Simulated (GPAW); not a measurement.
Here is a GPAW 26.7.0 calculation.

The input run.py:

```python
from ase.dft.bandgap import bandgap
from ase.io import read, write
from ase.units import GPa
from gpaw import GPAW, PW, setup_paths

setup_paths.insert(0, '.')

atoms = read('ZnS.xyz')

calc = GPAW(mode=PW(600),
            xc='GGA_X_PW91+GGA_C_PW91',
            kpts={'size': (6, 6, 3), 'gamma': True},
            occupations={'name': 'fermi-dirac', 'width': 0.05},
            nbands=31,
            convergence={'density': 1e-05, 'energy': 1e-05},
            maxiter=150,
            txt='gpaw.txt')
atoms.calc = calc
energy = atoms.get_potential_energy()
forces = atoms.get_forces()
stress = atoms.get_stress()
calc.write('gs.gpw')
write('result.traj', atoms)
print(f'Energy: {energy:.6f} eV')
print('Forces (eV/A):')
print(forces.round(4))
print('Stress (GPa):', (stress / GPa).round(3))
print('Fermi level:', round(calc.get_fermi_level(), 4), 'eV')
print(f'Gap: {bandgap(calc)[0]:.4f} eV, direct: {bandgap(calc, direct=True)[0]:.4f} eV')

path = atoms.cell.bandpath('GMKGALHA,LM,KH', npoints=80, eps=1e-4)
bs_calc = calc.fixed_density(kpts=path, symmetry='off', nbands=48,
                             convergence={'bands': 'CBM+6.0', 'eigenstates': 1e-6}, txt='bands.txt')
bs = bs_calc.band_structure()
bs.write('bs.json')
print(f'Gap on the path: {bandgap(bs_calc)[0]:.4f} eV')
```

ZnS.xyz

```xyz
4
Lattice="3.8110000000 0.0000000000 0.0000000000 -1.9055000000 3.3004228138 0.0000000000 0.0000000000 0.0000000000 6.2340000000" Properties=species:S:1:pos:R:3 pbc="T T T"
Zn     1.9055000002      1.1001409378      3.1170000000
Zn    -0.0000000002      2.2002818760      0.0000000000
S      1.9055000002      1.1001409378      5.5170900000
S     -0.0000000002      2.2002818760      2.4000900000
```

Potentials or basis: PAW data sets generated in the run's folder for this functional, pw.

Run with:

```sh
$ gpaw-setup -f GGA_X_PW91+GGA_C_PW91 S Zn
$ OMP_NUM_THREADS=1 python run.py
```

(1) Predict the band gap along the path.

(2) What does it give for the largest force?

## Answers

(1) 2.21 eV, direct.

(2) 0.324 eV/Å.

**What was measured.**

A printed reference work, monograph reports, for a bulk crystal of ZnS at 4 K: band gap 3.911 eV (direct).

A measured gap of ZnS is 3.911 eV (direct; 4 K; a printed reference work, monograph); the calculated 2.21 eV misses it by -1.70 eV. The value is that of PW91, without temperature or zero-point motion. Semilocal functionals fall short of measured gaps as a rule.
